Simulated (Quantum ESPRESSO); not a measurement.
ZrB2 in Quantum ESPRESSO: the effect of target pressure

Crystal: ZrB2.

```xyz
3
Lattice="3.1700 0.0000 0.0000 -1.5850 2.7453 0.0000 0.0000 0.0000 3.5330" Properties=species:S:1:pos:R:3 pbc="T T T"
Zr    0.0000    0.0000    0.0000
B     1.5850    0.9151    1.7665
B     0.0000    1.8302    1.7665
```

Alike in all runs:

```yaml
Program: Quantum ESPRESSO 7.5
Task: relaxation of cell and atoms
Functional: PBEsol
Potentials_or_basis: SSSP 1.3 efficiency PBE
Cutoff: 857 eV
Density_cutoff: 6884 eV
k_mesh: 10 × 10 × 8
Occupations: fermi-dirac, width 0.05 eV
Spin: no spin polarisation
```

Each run relaxes the cell or the atoms first.

| target pressure | relaxed volume (Å³/atom) |
| --- | --- |
| 0 GPa | 10.06 |
| 2 GPa | 9.98 |
| 5 GPa | 9.87 |
| 10 GPa | ? |
| 20 GPa | 9.39 |
| 30 GPa | 9.12 |

What does the run with target pressure 10 GPa give?

Relaxed volume 9.70 Å³/atom.

Worked out: In Murnaghan's law V^(-B') rises as a straight line in P. The other rows fit best with B' = 3.6, V0 = 10.06 Å³/atom and B0 = 256 GPa, which gives 9.70 Å³/atom at 10 GPa, against the run's 9.70.

Caveats: the potentials were made for another functional, which shifts forces and pressure.

Runs at the PBE level aren't shown here.
